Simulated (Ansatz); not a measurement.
**Ga: equation of state with LDA**

The system is Ga.

```
Ga
1.0
     2.26150   -3.83050    0.00000
     2.26150    3.83050    0.00000
     0.00000    0.00000    4.52400
Ga
4
Cartesian
  2.2615 1.1867 1.8956
  2.2615 2.6438 4.1576
  2.2615 -1.1867 2.6284
  2.2615 -2.6438 0.3664
```

| Item | Value |
| --- | --- |
| Program | Ansatz 0.2.0 |
| Task | equation of state |
| Functional | LDA |
| Potentials or basis | Ansatz PAW |
| Cutoff | 420 eV |
| Density cutoff | 1680 eV |
| k mesh | 7 × 7 × 6 |
| Occupations | fermi-dirac, width 0.05 eV |
| Spin | no spin polarisation |

| Quantity | Value |
| --- | --- |
| Equilibrium volume | 18.35 Å³/atom (rough: see the caveat) |
| Bulk modulus at fixed shape and positions | 68 GPa (rough) |

Energy against volume, from the lowest point:
```
volume (Å³/atom)  energy (meV/atom)
          18.419               0.00
          18.811               2.23
          19.203               7.45
          19.595              15.28
          19.987              25.34
          20.379              37.31
          20.771              50.96
```

All runs of the series together: 20 s on 2 threads of Intel(R) Xeon(R) Platinum 8488C (Sapphire Rapids), with other jobs on the host.

Caveat: the minimum lies outside the volumes run; the cell was scaled at fixed shape and fractional positions, which overstates the stiffness of a crystal with free parameters, most of all of layers and chains.
